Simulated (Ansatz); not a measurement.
Base system: InN in the wurtzite structure (space group P6_3mc, No. 186).

```yaml
crystal:
  lattice:
    - [3.58085, 0.00000, 0.00000]
    - [-1.79043, 3.10111, 0.00000]
    - [0.00000, 0.00000, 5.78816]
  atoms:
    - { symbol: In, position: [0.66667, 0.33333, 0.50197] }
    - { symbol: In, position: [0.33333, 0.66667, 0.00197] }
    - { symbol: N, position: [0.66667, 0.33333, 0.12323] }
    - { symbol: N, position: [0.33333, 0.66667, 0.62323] }
```

Cartesian axes are those of the cell as printed.

Calculations: PBE/PAW in Ansatz (a program for electronic structure), spin-orbit coupling left out, earlier PAW set.

Base values:

| Quantity | Value |
|---|---|
| Shortest interatomic distance | 2.183 Å |
| Pressure | 0.0 GPa |
| Band gap | zero |

Modification: the cell is compressed by 3.11 % along x with no lateral relaxation; the atoms relax in the strained cell.

### Question
Predict the new shortest interatomic distance, energy relative to the base, pressure, largest internal atomic displacement and band gap.

### Answer
The shortest interatomic distance shrinks by 0.0247 Å (2.183 Å → 2.159 Å); the energy goes up by 10 meV/atom; the pressure (mean of the normal stresses, compression positive) goes from zero to 4.1 GPa; the largest internal atomic displacement is 0.022 Å; the band gap is still zero.

Stability against distortions was not tested. All final runs are without spin polarisation. Gaps under 0.05 eV, about the width of the smearing, are given as zero. The zero or small gap of InN can change with the level of theory.
